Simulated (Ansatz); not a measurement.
A run of Ansatz 0.2.0 is set up as follows.

File input.yaml:

```yaml
crystal:
  lattice:
    - [2.908394, 0.0, 0.0]
    - [0.0, 2.908394, 0.0]
    - [0.0, 0.0, 4.103427]
  atoms:
    - { symbol: Si, position: [0.5, 0.5, 0.5] }
    - { symbol: Mg, position: [0.0, 0.0, 0.0] }
hamiltonian:
  xc: r2scan
  pseudopotentials: { kind: paw }
kpoints:
  mp_grid: { grid: [9, 9, 7] }
scf:
  occupations: { method: fermi_dirac, width: 0.05 }
output:
  forces: true
  stress: true
  eigenvalues: true
  write_density: true
  write_potential: true
  elf: true
  volumetric_format: npy
relax:
  f_tol: 0.01
  max_steps: 40
  cell: { stress_tol: 0.05 }
```

Potentials or basis: Ansatz PAW.

Launch:

```bash
$ ansatz run input.yaml --threads 2 --pin off --max-ram 5632MiB --backend cpu --events-out ev --progress --plain --runs-dir out
```

Question: Predict the relaxed volume.

Answer: 17.29 Å³/atom.

Question: Estimate the band gap on the k mesh.

Answer: None (metal or under the smearing width).

Question: Estimate the relaxed cell.

Answer: a = 2.979 Å, b = 2.979 Å, c = 3.898 Å, α = 90.00°, β = 90.00°, γ = 90.00°.

Step by step:
| step | energy change (eV) | largest force (eV/Å) | volume (Å³) |
| --- | --- | --- | --- |
| 1 | 0.0000 | 0.0000 | 34.71 |
| 2 | -0.0341 | 0.0000 | 34.00 |
| 3 | -0.0363 | 0.0000 | 34.45 |
| 4 | -0.0364 | 0.0000 | 34.59 |
| 5 | -0.0363 | 0.0000 | 34.59 |
| 6 | -0.0363 | 0.0000 | 34.59 |
| 7 | -0.0363 | 0.0000 | 34.58 |
| 8 | -0.0363 | 0.0000 | 34.58 |

Caveat: the plane-wave basis is chosen anew once the cell has moved, so the energies of steps on either side of that aren't comparable; the PAW data sets come from PBE, with cores solved anew for the run's functional, which leaves a small shift of forces and pressure.
